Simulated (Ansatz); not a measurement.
# Ga (I4/mmm) in Ansatz: convergence with cutoff

Aim: find how far cutoff must go before the results for Ga settle, at PBEsol. This setting moves, with any that are tied to it; all else stays.

All numbers are computed with Ansatz 0.2.0; they aren't measurements. Logs are shortened: lines on timing, memory, paths and dates and some standing lists are left out, and cuts for length are marked.

## (1) Starting point

It takes space group I4/mmm (No. 139, tetragonal). Conventional cell: a = 2.769 Å, b = 2.769 Å, c = 4.622 Å, α = 90.00°, β = 90.00°, γ = 90.00°. Ga (site symmetry 4/mmm) has 12 Ga at 2.77 to 3.03 Å as nearest neighbours.

This isn't the form of Ga at room conditions, which is orthorhombic.

## (2) With cutoff 80 eV

input.yaml

```yaml
crystal:
  lattice:
    - [-1.3843987196, 1.3843987196, 2.3112238365]
    - [1.3843987196, -1.3843987196, 2.3112238365]
    - [1.3843987196, 1.3843987196, -2.3112238365]
  atoms:
    - { symbol: Ga, position: [0.0, 0.0, 0.0] }
kpoints:
  mp_grid: { grid: [13, 13, 13] }
scf:
  occupations: { method: fermi_dirac, width: 0.05 }
hamiltonian:
  xc: pbesol
  pseudopotentials: { kind: all_electron, lapw: { basis_error: 0.001 } }
output:
  forces: true
  stress: true
  eigenvalues: true
basis:
  ecutwfc: 80
```

Potentials or basis: all-electron LAPW, scalar-relativistic.

Run with:

```sh
ansatz run input.yaml --threads 1 --pin off --max-ram 3072MiB --backend cpu --events-out ev --progress --plain --runs-dir out
```

Log:

```text
Warning: RAYON_NUM_THREADS=1 ignored (pool sized by the plan → 1); use --threads N
LAPW: plane waves up to 4.582 Å⁻¹, error target 1.0e-3 eV per atom; small_component_spin mean_spin; the cutoff is typed (target and bands ask for 237.6 eV, largest radius times wave number 6.3, largest estimated error of a free atom 3.3e-1 eV); Ga in spheres of 1.384 Å, 21 of its electrons in bands, Dirac shells [] (how accurate: hamiltonian.pseudopotentials.lapw.basis_error, Limitations)
Engine: ansatz 0.2.0, x86_64-unknown-linux-gnu
Pseudopotentials: kind: all_electron
Pseudopotential: Ga, LAPW, valence charge 21, lapw/all_electron/scalar/gaussian/Ga, Koelling and Harmon's equation, gaussian nucleus
Functional definition: PBEsol
  exchange = pbesol_x
  correlation = pbesol_c
Crystal: 1 atoms, lattice volume = 17.718 Å³
Basis set: ecut = 79.99999999999999 eV, 27 PW (Γ), exchange–correlation at level 2
Bands: 15, of which v1, the nominal top of the filled ones, is band 11 counted from 1 (10 counted from 0)
Symmetry: 16 space group operations
Space group: I4/mmm (ITA 139), of the structure as read, at distance tolerance 2.6e-5 Å
k-points: 196 of 2197
Non-local potential: Ga, projectors of the file, none
Initial density: superposition of atomic densities (chi_scale 0.1, normalization cell)
Initial wavefunctions: plane waves of lowest kinetic energy (no species holds an atomic orbital)
Functional: x = pbesol(κ = 0.804, μ = 0.12345679012345678), c = pbesol(β = 0.046)
iter 1 solved again at ethr=6.60e-5 eV; its pass at ethr=1.00e-1 eV (dr2=1.39e-2 eV) is discarded
SCF iter   1: F=—  HF=-52859.876695 eV  |F-HF|=—  |Δ(HF+E_count)|=         —  Δρ=1.09e-2  dr2=1.39e-2  ethr=6.60e-5  ⟨swp⟩=2.6  Hψ=18982  notcnv=0
preconditioner: auto → Kerker (q_TF=auto, 2.807 Å⁻¹)  [metal: Δε(μ)=0.058 eV  Ē_g=21.436 eV  σ=0.050 eV  W_gap=0.28  n_scr=10 (ndim 8)  ℏωp=31.8 eV  f_vac=0.000  D(μ)=0.33/eV (n_scr^D=0)]
SCF iter   2: F=—  HF=-52859.844964 eV  |F-HF|=—  |Δ(HF+E_count)|=   3.17e-2  Δρ=6.19e-3  dr2=5.04e-3  ethr=6.60e-5  ⟨swp⟩=2.0  Hψ=8580  notcnv=0
SCF iter   3: F=—  HF=-52859.839233 eV  |F-HF|=—  |Δ(HF+E_count)|=   5.73e-3  Δρ=4.52e-3  dr2=2.89e-3  ethr=2.40e-5  ⟨swp⟩=2.0  Hψ=8307  notcnv=0
SCF iter   4: F=—  HF=-52859.837799 eV  |F-HF|=—  |Δ(HF+E_count)|=   1.43e-3  Δρ=1.94e-3  dr2=6.36e-4  ethr=1.38e-5  ⟨swp⟩=2.0  Hψ=8307  notcnv=0
iter 5 solved again at ethr=8.76e-8 eV; its pass at ethr=3.03e-6 eV (dr2=1.84e-5 eV) is discarded
SCF iter   5: F=—  HF=-52859.837925 eV  |F-HF|=—  |Δ(HF+E_count)|=   1.27e-4  Δρ=3.11e-4  dr2=1.84e-5  ethr=8.76e-8  ⟨swp⟩=2.0  Hψ=14099  notcnv=0
SCF iter   6: F=—  HF=-52859.837927 eV  |F-HF|=—  |Δ(HF+E_count)|=   1.29e-6  Δρ=8.65e-5  dr2=1.24e-6  ethr=8.75e-8  ⟨swp⟩=2.0  Hψ=8307  notcnv=0
SCF iter   7: F=-52859.837927 eV  HF=-52859.837927 eV  |F-HF|=9.95e-9  |Δ(HF+E_count)|=   7.11e-8  Δρ=1.83e-5  dr2=6.13e-8  ethr=5.89e-9  ⟨swp⟩=2.0  Hψ=8307  notcnv=0
SCF 1 converged in 7 iterations: F = -52859.837927 eV  dr2 = 6.13e-8
the basis misses lapw.basis_error, or isn't shown to meet it; the report's basis errors tell why
SCF converged after 7 iterations
Free energy (F): -52859.837927 eV
Harris-Foulkes:  -52859.837927 eV  (|F-HF|=9.95e-9)
Internal energy: -52859.835083 eV  (E = F + TS)
E sigma→0 (E₀):  -52859.836505 eV
Entropy (-TS):   -0.002844 eV (-2.844 meV/atom)
Fermi energy:    12.568360 eV
--- Per-component energies (eV) ---
  E_band       = -748.477894
  E_kinetic    = 53894.786404
  E_xc         = -2019.101081
  E_electrostatic = -104735.520406  (all electrons and nuclei)
  E_smearing   = -0.002844  (= −TS)
  E_closure    = 0.000000  (closes the sum)
  E_atoms      = -52856.706127  (free atoms, spherical and without spin; not in F)
  Σ components = -52859.837927   (vs F -52859.837927, Δ=0.00e0)
  Basis errors (estimates in eV, not in F): energy 2.0e-1 per atom: plane waves 2.0e-1 (1.5e-1 summed), levels above the bands 4.1e-131, relativity 1.6e-8, radial functions 1.3e-5, core shells 2.7e-11; eigenvalues (radial functions only) 1.1e-4; not estimated: angular momenta, meshes, grids; target (lapw.basis_error) 1.0e-3, missed at the typed basis.ecutwfc; muffin-tin radii Ga 1.384 Å
--- Forces (eV/Å), atoms counted from 1 ---
  atom   1  Ga    -0.00000000    -0.00000000    -0.00000000
  max |Σ_I F_I| component: 1.42e-31 eV/Å
--- Stress (GPa, compression-positive) ---
        2.852990      -0.000000      -0.000000
       -0.000000       2.852990       0.000000
       -0.000000       0.000000       2.999557
  P = ⅓ Tr σ = 2.9018 GPa (29.018 kbar)
--- Band table (eV; the first three rows and the last of 196) ---
  k-point 0: bands = ["-130.6977", "-81.6140", "-81.5905", "-81.5905", "-2.3691", "-2.2005", "-2.1558", "-2.1558", "-2.0060", "1.0836", "25.3191", "25.6289", "25.6289", "28.7813", "29.2507"]
  k-point 1: bands = ["-130.6977", "-81.6141", "-81.5907", "-81.5907", "-2.3336", "-2.1831", "-2.1685", "-2.1493", "-2.0181", "1.3199", "23.9524", "24.2969", "24.8314", "26.9325", "29.5965"]
  k-point 2: bands = ["-130.6976", "-81.6145", "-81.5917", "-81.5916", "-2.2614", "-2.2155", "-2.1675", "-2.1280", "-2.0498", "2.0351", "21.6501", "22.4258", "23.2450", "24.8399", "29.9739"]
  k-point 195: bands = ["-130.6975", "-81.6175", "-81.5917", "-81.5912", "-2.4638", "-2.3788", "-1.9818", "-1.9604", "-1.9592", "8.2266", "8.8036", "18.1740", "19.9336", "23.4078", "25.3152"]
```

Wall time 17 s (1 thread of Intel Xeon at 2.50GHz (Skylake/Cascade Lake), shared host); peak memory 0.28 GiB.

What came out:

```
Free energy            : -52859.8379 eV
Pressure               : 2.9 GPa
Band gap on the k mesh : none (metal or under the smearing width)
```

## (3) With cutoff 110 eV

Edit input.yaml of step 2 so:

```diff
@@ -19,2 +19,2 @@
 basis:
-  ecutwfc: 80
+  ecutwfc: 110
```

Potentials or basis: all-electron LAPW, scalar-relativistic.

Run with:

```sh
ansatz run input.yaml --threads 1 --pin off --max-ram 3072MiB --backend cpu --events-out ev --progress --plain --runs-dir out
```

Wall time 20 s (1 thread of Intel Xeon at 2.50GHz (Skylake/Cascade Lake), shared host); peak memory 0.29 GiB.

Results:

| Item | Value |
| --- | --- |
| Free energy | -52859.9857 eV |
| Pressure | 0.4 GPa |
| Band gap on the k mesh | none (metal or under the smearing width) |

## (4) With cutoff 140 eV

Edit input.yaml of step 3 so:

```diff
@@ -19,2 +19,2 @@
 basis:
-  ecutwfc: 110
+  ecutwfc: 140
```

Run with:

```sh
ansatz run input.yaml --threads 1 --pin off --max-ram 3072MiB --backend cpu --events-out ev --progress --plain --runs-dir out
```

Wall time 20 s (1 thread of Intel Xeon at 2.50GHz (Skylake/Cascade Lake), shared host); peak memory 0.29 GiB.

Results:

```yaml
Free_energy: -52860.0198 eV
Pressure: -0.1 GPa
Band_gap_on_the_k_mesh: none (metal or under the smearing width)
```

## (5) With cutoff 180 eV

Edit input.yaml of step 4 so:

```diff
@@ -19,2 +19,2 @@
 basis:
-  ecutwfc: 140
+  ecutwfc: 180
```

Run with:

```sh
ansatz run input.yaml --threads 1 --pin off --max-ram 3072MiB --backend cpu --events-out ev --progress --plain --runs-dir out
```

Run time: 22 s. Hardware: 1 thread of Intel Xeon at 2.50GHz (Skylake/Cascade Lake), shared host; peak memory 0.31 GiB.

What came out:

```
Free energy            : -52860.0294 eV
Pressure               : -0.3 GPa
Band gap on the k mesh : none (metal or under the smearing width)
```

## (6) With cutoff 230 eV

Edit input.yaml of step 5 so:

```diff
@@ -19,2 +19,2 @@
 basis:
-  ecutwfc: 180
+  ecutwfc: 230
```

Potentials or basis: all-electron LAPW, scalar-relativistic.

Run with:

```sh
ansatz run input.yaml --threads 1 --pin off --max-ram 3072MiB --backend cpu --events-out ev --progress --plain --runs-dir out
```

Run time: 26 s. Hardware: 1 thread of Intel Xeon at 2.50GHz (Skylake/Cascade Lake), shared host; peak memory 0.33 GiB.

Results:

| Property | Result |
| --- | --- |
| Free energy | -52860.0313 eV |
| Pressure | -0.3 GPa |
| Band gap on the k mesh | none (metal or under the smearing width) |

## (7) With cutoff 290 eV

Edit input.yaml of step 6 so:

```diff
@@ -19,2 +19,2 @@
 basis:
-  ecutwfc: 230
+  ecutwfc: 290
```

Run with:

```sh
ansatz run input.yaml --threads 1 --pin off --max-ram 3072MiB --backend cpu --events-out ev --progress --plain --runs-dir out
```

Wall time 29 s (1 thread of Intel Xeon at 2.50GHz (Skylake/Cascade Lake), shared host); peak memory 0.37 GiB.

What came out:

- Free energy: -52860.0316 eV
- Pressure: -0.3 GPa
- Band gap on the k mesh: none (metal or under the smearing width)

## (8) With cutoff 360 eV

Edit input.yaml of step 7 so:

```diff
@@ -19,2 +19,2 @@
 basis:
-  ecutwfc: 290
+  ecutwfc: 360
```

Run with:

```sh
ansatz run input.yaml --threads 1 --pin off --max-ram 3072MiB --backend cpu --events-out ev --progress --plain --runs-dir out
```

Wall time 40 s (1 thread of Intel Xeon at 2.50GHz (Skylake/Cascade Lake), shared host); peak memory 0.43 GiB.

Results:

| Property | Result |
| --- | --- |
| Free energy | -52860.0316 eV |
| Pressure | -0.3 GPa |
| Band gap on the k mesh | none (metal or under the smearing width) |

## (9) With cutoff 450 eV

Edit input.yaml of step 8 so:

```diff
@@ -19,2 +19,2 @@
 basis:
-  ecutwfc: 360
+  ecutwfc: 450
```

Potentials or basis: all-electron LAPW, scalar-relativistic.

Run with:

```sh
ansatz run input.yaml --threads 1 --pin off --max-ram 3072MiB --backend cpu --events-out ev --progress --plain --runs-dir out
```

Wall time 50 s (1 thread of Intel Xeon at 2.50GHz (Skylake/Cascade Lake), shared host); peak memory 0.55 GiB.

It converged, with:

```yaml
Free_energy: -52860.0316 eV
Pressure: -0.3 GPa
Band_gap_on_the_k_mesh: none (metal or under the smearing width)
```

## (10) With cutoff 560 eV

Edit input.yaml of step 9 so:

```diff
@@ -19,2 +19,2 @@
 basis:
-  ecutwfc: 450
+  ecutwfc: 560
```

Run with:

```sh
ansatz run input.yaml --threads 1 --pin off --max-ram 3072MiB --backend cpu --events-out ev --progress --plain --runs-dir out
```

Run time: 57 s. Hardware: 1 thread of Intel Xeon at 2.50GHz (Skylake/Cascade Lake), shared host; peak memory 0.69 GiB.

The run converged. Its results:

- Free energy: -52860.0316 eV
- Pressure: -0.3 GPa
- Band gap on the k mesh: none (metal or under the smearing width)

## (11) Result

```tsv
cutoff	energy less the tightest run, at zero smearing (meV/atom)	pressure (GPa)	SCF cycles	CPU time (s)	peak memory (GiB)
80 eV	193.64	2.90	7	17	0.28
110 eV	45.85	0.43	7	19	0.29
140 eV	11.78	-0.11	7	20	0.29
180 eV	2.13	-0.25	7	22	0.31
230 eV	0.27	-0.28	7	26	0.33
290 eV	0.02	-0.28	7	29	0.37
360 eV	0.00	-0.28	7	40	0.43
450 eV	0.00	-0.28	7	50	0.55
560 eV	0.00	-0.28	7	57	0.69
```

Against the tightest run, the energy stays within 1 meV/atom from 230 eV on; the pressure stays within 0.1 GPa from 180 eV on. The tightest run that finished is the yardstick and may itself not be fully converged.
